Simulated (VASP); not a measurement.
The system is S.

```
CELL_PARAMETERS angstrom
2.09068 3.62116 0.00000
-2.09068 3.62116 0.00000
0.00000 -2.41411 5.00627
ATOMIC_POSITIONS crystal
S 0.05770 0.05770 0.17310
S 0.94230 0.94230 0.82690
```

The cell was built by a generator and needn't be a form met in nature.

| Quantity | Value |
| --- | --- |
| Program | VASP 6.6.1 |
| Task | relaxation of cell and atoms |
| Functional | PBE |
| Potentials or basis | VASP PAW PBE potentials, release 64 (S) |
| Cutoff | 600 eV |
| k mesh | 9 × 9 × 9 |
| Occupations | fermi-dirac, width 0.1 eV |
| Spin | no spin polarisation |

At the start: pressure 7.1 GPa; volume 37.90 Å³/atom.

Question: How do energy, volume and symmetry change on relaxing?

Answer: Over 28 steps the energy falls by 617.7 meV/atom and the volume is 24.26 Å³/atom (-36.0 %); space group R-3m (No. 166, to 0.05 Å).

The path:
```tsv
step	energy change (eV)	largest force (eV/Å)	pressure (GPa)	volume (Å³)
1	0.0000	7.4030	7.08	75.80
2	3.7849	1.4944	-6.51	92.82
3	2.9360	3.0205	-7.83	88.86
4	1.5011	4.3741	-8.91	84.40
5	0.0732	3.9491	-7.59	80.18
6	-0.4335	2.1418	-4.84	78.01
7	-0.5397	0.4431	-2.51	76.91
8	-0.5433	0.0075	-1.91	76.68
9	-0.6087	0.0099	-2.14	72.75
10	-0.8454	0.0048	-2.74	61.65
11	-1.2071	0.2828	1.00	42.44
12	-1.1996	0.1766	-1.14	46.15
13	-1.2132	0.2313	-0.10	44.06
14	-1.2130	0.2484	0.24	43.51
15	-1.1883	1.3334	3.98	43.07
16	-1.2140	0.0014	0.83	43.43
17	-1.2195	0.0828	0.56	43.91
18	-1.2284	0.2665	-0.03	45.35
19	-1.2298	0.3311	-0.19	45.93
20	-1.2318	0.1681	0.12	46.14
21	-1.2329	0.0816	0.57	46.46
22	-1.2333	0.0795	0.52	46.67
23	-1.2344	0.0784	0.37	47.30
24	-1.2352	0.0959	0.15	48.58
25	-1.2350	0.1699	-0.37	48.70
26	-1.2354	0.0084	-0.07	48.63
27	-1.2354	0.0082	-0.05	48.60
28	-1.2355	0.0082	0.01	48.53
```

Final structure:
```
CELL_PARAMETERS angstrom
1.59854 2.76876 0.00000
-1.59854 2.76876 0.00000
0.00000 -1.84584 5.48212
ATOMIC_POSITIONS crystal
S 0.05730 0.05730 0.17191
S 0.94270 0.94270 0.82809
```

Caveat: the volume moved by over 15 % at a fixed basis, so the end points are rough; this functional lacks dispersion, which binds the layers, so the pressure and a relaxed spacing across them are unreliable.
